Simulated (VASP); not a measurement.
A run of VASP 6.6.1:

INCAR

```
PREC = Accurate
ENCUT = 350
EDIFF = 1E-7
ISMEAR = 0
SIGMA = 0.1
LREAL = False
LASPH = True
NELM = 80
ALGO = Fast
ISIF = 3
LWAVE = False
LCHARG = False
GGA = PS
IBRION = 2
NSW = 80
EDIFFG = -0.002
PSTRESS = 0.001
```

File KPOINTS:

```
Automatic mesh
0
Gamma
  16 16 16
```

The input POSCAR:

```
Hf                                      
1.0
   -1.7430991059      1.7430991059      1.7430991059
    1.7430991059     -1.7430991059      1.7430991059
    1.7430991059      1.7430991059     -1.7430991059
  Hf            
     1
Direct
     0.0000000000000000    0.0000000000000000    0.0000000000000000
```

Potentials or basis: VASP PAW PBE potentials, release 64 (Hf_pv).

Launch:

```bash
$ cat potpaw_PBE.64/Hf_pv/POTCAR > POTCAR
$ mpirun -np 1 vasp_std > vasp.out
```

Hardware: 1 thread of Intel(R) Xeon(R) 6975P-C (Granite Rapids), with other jobs on the host.

Task: How long does it take, and how much memory?

Result: Run time: 16 s on 1 thread of Intel(R) Xeon(R) 6975P-C (Granite Rapids), on a shared host, peak memory 0.13 GiB. Counts: scf iterations 35, k points 145, ion steps 4.
